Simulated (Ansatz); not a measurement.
Relaxation of CdTe

Level of theory: DFT PBE, scalar-relativistic, plane waves, PAW in Ansatz 0.2.0. Run with 420 eV cutoff, 10×10×10 k-mesh, Gaussian smearing of 0.02 eV, no spin polarisation.

What was changed: relaxed at 2 GPa.

Command:

```bash
ansatz run input.yaml --threads 1 --pin off --max-ram 2560MiB --backend cpu --events-out ev --progress --plain --runs-dir out
```

Input:

```yaml
crystal:
  lattice:
    - [0.0, 3.2883266145, 3.2883266145]
    - [3.2883266145, 0.0, 3.2883266145]
    - [3.2883266145, 3.2883266145, 0.0]
  atoms:
    - { symbol: Cd, position: [0.0, 0.0, 0.0] }
    - { symbol: Te, position: [0.25, 0.25, 0.25] }
basis:
  ecutwfc: 420
kpoints:
  mp_grid: { grid: [10, 10, 10] }
hamiltonian:
  xc: pbe
scf:
  occupations: { method: gaussian, width: 0.02 }
output:
  forces: true
  stress: true
  eigenvalues: true
relax:
  adjacent_minimum: "off"
  f_tol: 0.008
  max_steps: 50
  cell: { stress_tol: 0.08, p_target: 2.0 }
```

F is the free energy. Steps run on the plane waves of an earlier cell, but the last one, and at times one on the way, on a freshly chosen basis, so a repeated geometry can differ a little in energy. The relaxation lowers the enthalpy F + PV at the target pressure, so F itself can rise.

Steps:

| step | F − F(1) (eV) | largest force component (eV/Å) | V (Å³/atom) | P (GPa) |
| --- | --- | --- | --- | --- |
| 1 | 0.0000 | 0.000 | 35.557 | 0.70 |
| 2 | 0.0335 | 0.000 | 33.912 | 2.73 |
| 3 | 0.0171 | 0.000 | 34.484 | 1.96 |
| 4 | 0.0176 | 0.000 | 34.484 | 1.96 |

Relaxed structure:

```xyz
2
Lattice="0.0000 3.2549 3.2549 3.2549 0.0000 3.2549 3.2549 3.2549 0.0000" Properties=species:S:1:pos:R:3 pbc="T T T"
Cd    0.0000    0.0000    0.0000
Te    1.6275    1.6275    1.6275
```

The structure is cubic, space group F-43m (No. 216). The conventional cell has a = 6.510 Å, b = 6.510 Å, c = 6.510 Å, α = 90.00°, β = 90.00°, γ = 90.00°. Cd (site symmetry -43m) is surrounded by 4 Te at 2.82 Å. Te (site symmetry -43m) has 4 Cd at 2.82 Å as nearest neighbours.

The run converged. Time: 31 s on 1 thread of Intel(R) Xeon(R) Platinum 8488C (Sapphire Rapids), on a shared host, peak memory 0.44 GiB.